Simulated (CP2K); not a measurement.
# AlN in CP2K: convergence with rel cutoff ry

The system is AlN.

```xyz
2
Lattice="3.0886 0.0000 0.0000 1.5443 2.6748 0.0000 1.5443 0.8916 2.5219" Properties=species:S:1:pos:R:3 pbc="T T T"
Al    0.0000    0.0000    0.0000
N     1.5443    0.8916    0.6305
```

Measurements of this composition are mostly on another form, of space group No. 186.

| Property | Result |
| --- | --- |
| Program | CP2K 2026.2 |
| Task | single point |
| Functional | r2SCAN |
| Potentials or basis | POTENTIAL_UZH Al GTH-SCAN-q3, N GTH-SCAN-q5; TZVP-MOLOPT-SCAN-GTH basis |
| Density cutoff | 9184 eV |
| k mesh | 8 × 8 × 8 |
| Occupations | fermi-dirac, width 0.01 eV |
| Spin | no spin polarisation |

These are the settings of the first run; the series varies rel cutoff ry, with any setting tied to it.

Hardware: 1 thread of Arm Neoverse V1, on a shared host.

Q: The values tried are 20, 30, 40, 50, 60, 80, 100, loosest first. From which on does the pressure stay within 0.1 GPa of the tightest run that finished?

A: From 30 on.

| rel cutoff ry | energy less the tightest run, at zero smearing (meV/atom) | pressure (GPa) | SCF cycles | CPU time (s) | peak memory (GiB) |
| --- | --- | --- | --- | --- | --- |
| 20 | -2.70 | -1.55 | 13 | 56 | 0.29 |
| 30 | 0.00 | -2.31 | 13 | 60 | 0.29 |
| 40 | -0.03 | -2.31 | 13 | 60 | 0.29 |
| 50 | 0.00 | -2.32 | 13 | 62 | 0.29 |
| 60 | 0.00 | -2.32 | 13 | 66 | 0.29 |
| 80 | 0.00 | -2.32 | 13 | 80 | 0.29 |
| 100 | 0.00 | -2.32 | 13 | 89 | 0.29 |

Against the tightest run, the energy stays within 1 meV/atom from 30 on. The tightest run that finished is the yardstick and may itself not be fully converged.

Caveat, for the tightest run too: the basis of atomic orbitals isn't converged, which shifts pressures, moduli and gaps.
